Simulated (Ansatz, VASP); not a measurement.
# Two plane-wave programs on CdTe

```xyz
2
Lattice="0.0000 3.2050 3.2050 3.2050 0.0000 3.2050 3.2050 3.2050 0.0000" Properties=species:S:1:pos:R:3 pbc="T T T"
Cd    0.0000    0.0000    0.0000
Te    4.8075    4.8075    4.8075
```

Alike in both runs: task single point; functional PBE; k mesh 8 × 8 × 8; occupations gaussian, width 0.05 eV; no spin polarisation.

```csv
,VASP,Ansatz
version,VASP 6.6.1,Ansatz 0.2.0
potentials or method,"VASP PAW PBE potentials, release 64 (Cd, Te)","scalar-relativistic, plane waves, PAW"
plane-wave cutoff (eV),520,420
valence electrons in the cell,18,36
```

|  | VASP | Ansatz | Ansatz less VASP |
| --- | --- | --- | --- |
| gap on the k mesh at the Fermi level (eV) | 0.87 | 0.87 | 0.000 |
| least direct gap on the mesh (eV) | 0.87 | 0.87 | 0.000 |
| pressure (GPa) | 4.4 | 4.2 | -0.15 |

The two sets of potentials don't hold the same shells in valence.

Caveats: spin-orbit coupling is left out, which moves the levels of the heavy elements.
